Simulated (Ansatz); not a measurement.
## Ag under pressure: fit and missing row

Ag, P6_3/mmc, a = 2.904 Å, c = 4.748 Å. This isn't the element's structure at ambient conditions. Ansatz: r2SCAN, PAW, 500 eV, Γ-centred 18×18×10 mesh on 2 atoms, Gaussian smearing 0.10 eV; no spin polarisation. Cell and atoms are relaxed at each pressure, and no other structure is tried, so the rows at high pressure may lie past a change of phase.

| V (Å³/atom) | P (GPa) |
| --- | --- |
| ? | 89.99 |
| 13.570 | 50.00 |
| 14.821 | 24.96 |
| 15.832 | 11.99 |
| 16.728 | 4.01 |
| 17.163 | 1.03 |
| 17.333 | 0.00 |
| 17.503 | -0.98 |

Task: Take V0 = 17.333 Å³/atom, fit the third-order Birch–Murnaghan form to the other rows, and predict the missing volume.

Result: With the Eulerian strain f = ½[(V0/V)^(2/3) − 1] and y = P/[3f(1 + 2f)^(5/2)], the form is the line y = B0 + 1.5 B0 (B0′ − 4) f. Rows (f, y): 0.08862, 125.1; 0.05501, 116.5; 0.03112, 110.4; 0.01198, 105.2; 0.00330, 102.3; -0.00324, 102.5. Means f = 0.03113, y = 110.33; Σ(Δf)² = 0.006198, ΣΔfΔy = 1.587; the slope is their ratio. y = 102.4 + 256.1 f GPa, so B0 = 102.4 GPa and B0′ = 4 + 2 × (256.1)/(3 × 102.4) = 5.67. P = 89.99 GPa is met at f = 0.12657 (y = 134.81), so V = V0 (1 + 2f)^(−3/2) = 12.356 Å³/atom. The run gave 12.351 Å³/atom, so the fit is 0.005 Å³/atom too high, a small miss on the scale of the series. The form still works here, 78 % of the fitted range beyond its end.

The compression curve is that of a metal which stiffens markedly under load: B0′ = 5.67 lies well above the value of 4 at which the third-order term vanishes. In silver the filled 4d shell is the probable reason. The s electrons provide much of the cohesion, while the overlap of closed d shells on neighbouring atoms adds a short-range repulsion that grows steeply as the volume shrinks. The bulk modulus of 102.4 GPa is close to that known for ordinary fcc silver, as expected for two close-packed stackings with the same number of nearest neighbours.

The normalised pressure y rises with strain except between the rows at -0.98 and 1.03 GPa, where division by a very small f magnifies slight errors in volume or pressure. The slope therefore rests mainly on the compressed rows. The predicted volume being slightly too large means that the extrapolated curve is marginally too stiff. Its success supports a smooth equation of state for this phase, but a single volume is a weak test of B0′ itself, since errors in B0 and B0′ can partly cancel.
